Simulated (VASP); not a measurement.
Wanted: the native input for a VASP 6.6.1 run.

| Quantity | Value |
| --- | --- |
| Task | vibrations by finite differences |
| Functional | PBE |
| Potentials or basis | VASP PAW PBE potentials, release 64 (Al) |
| Cutoff | 520 eV |
| k mesh | 6 × 6 × 6 |
| Occupations | gaussian, width 0.1 eV |
| Spin | no spin polarisation |
| Ions in elastic constants | relaxed |
| Further INCAR settings | ALGO = Fast; EDIFF = 1e-08; IBRION = 6; POTIM = 0.015; NSW = 1; ISIF = 3 |

The structure of Al lies in POSCAR:

```
Al                                      
1.0
    0.0000000000      2.0244443401      2.0244443401
    2.0244443401      0.0000000000      2.0244443401
    2.0244443401      2.0244443401      0.0000000000
  Al            
     1
Direct
     0.0000000000000000    0.0000000000000000    0.0000000000000000
```

The input as run:

INCAR

```
SYSTEM = Al
ALGO = Fast
EDIFF = 1E-8
ENCUT = 520
GGA = PE
IBRION = 6
ISIF = 3
ISMEAR = 0
LASPH = .TRUE.
LCHARG = .FALSE.
LREAL = .FALSE.
LWAVE = .FALSE.
NELM = 60
NFREE = 2
NSW = 1
POTIM = 0.015
PREC = Accurate
SIGMA = 0.1
```

KPOINTS

```
k-points
0
G
  6 6 6
  0 0 0
```

Potentials or basis: VASP PAW PBE potentials, release 64 (Al).

Command:

```console
$ cat potpaw_PBE.64/Al/POTCAR > POTCAR
$ mpirun -np 1 vasp_std > vasp.out
```

It gave:

* Elastic constants C11, C12, C44: 48, 95, 62 GPa
* Voigt bulk modulus: 79 GPa

Caveat: the k mesh is coarse (spacing up to 0.45 Å⁻¹), so the values aren't converged; the elastic tensor has a negative eigenvalue, so either the cell is unstable as it stands or the mesh is too thin.

Run time: 48 s on 1 thread of AMD EPYC 7R13 Processor (Zen 3), on a shared host, peak memory 0.11 GiB.
